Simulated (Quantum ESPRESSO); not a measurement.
Ge under changes of volume

One of the cells (22.639 Å³/atom); the others are scaled copies at fixed shape and fractional positions:

```
Ge
1.0
     0.00000    2.82891    2.82891
     2.82891    0.00000    2.82891
     2.82891    2.82891    0.00000
Ge
2
Cartesian
  4.2434 4.2434 4.2434
  2.8289 2.8289 2.8289
```

```yaml
Program: Quantum ESPRESSO 7.5
Functional: EV93
Potentials_or_basis: PseudoDojo 0.4.1 SR PBE standard
Cutoff: 1061 eV
Density_cutoff: 4245 eV
k_mesh: 8 × 8 × 8
Occupations: fermi-dirac, width 0.05 eV
Spin: no spin polarisation
```

| volume (Å³/atom) | energy over the lowest point (meV/atom) | pressure (GPa) | gap on the mesh (eV) |
| --- | --- | --- | --- |
| 21.281 | ? | ? | ? |
| 21.733 | 254.38 | 23.4 | 0.79 |
| 22.186 | 191.60 | 21.0 | 0.65 |
| 22.639 | 135.37 | 18.8 | 0.46 |
| 23.092 | 85.10 | 16.8 | 0.27 |
| 23.545 | 40.19 | 15.0 | 0.09 |
| 23.997 | 0.00 | 13.4 | none |

Question: What does the run at 21.281 Å³/atom give?

Answer: Energy over the lowest point 324.37 meV/atom; pressure 26.1 GPa; gap on the mesh 0.86 eV.

Worked out: A Birch-Murnaghan fit of order 3 (a polynomial in V^(-2/3)) to the other rows has no minimum within the range. It gives 324.47 meV/atom at 21.281 Å³/atom, against the run's 324.37, and -dE/dV = 26.3 GPa, against 26.1.

Energies are extrapolated to zero smearing.

Caveats: the potentials were made for another functional, which shifts forces and pressure; the potentials were made for a functional far from this one.

A mesh can miss the band edges. Spin-orbit coupling on Ge is left out.

A gap of «none» marks a metal or a gap under the smearing width.
